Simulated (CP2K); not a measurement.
The system is Hf.

```
Hf
1.0
     3.19670    0.00000    0.00000
    -1.59835    2.76842    0.00000
     0.00000    0.00000    5.05780
Hf
2
Direct
  0.66667 0.33333 0.75000
  0.33333 0.66667 0.25000
```

Base run:

```yaml
Program: CP2K 2026.2
Functional: LDA
Potentials_or_basis: POTENTIAL_UZH Hf GTH-PBE-q12; TZVP-MOLOPT-PBE-GTH basis
Density_cutoff: 9184 eV
k_mesh: 10 × 10 × 5
Occupations: fermi-dirac, width 0.05 eV
Spin: no spin polarisation
```

Its results: band gap on the k mesh none (metal or under the smearing width); pressure -5.6 GPa.

**Question.** The run is repeated on the same cell with these changes: functional from LDA to PBEsol. What comes out?

**Answer.** Band gap on the k mesh none (metal or under the smearing width); pressure -2.9 GPa.

PBEsol binds less tightly than LDA, so the same cell stands under more pressure.

Caveats: the potentials were made for another functional, which shifts forces and pressure; the basis of atomic orbitals isn't converged, which shifts pressures, moduli and gaps.

Not every run made on this cell is shown here.
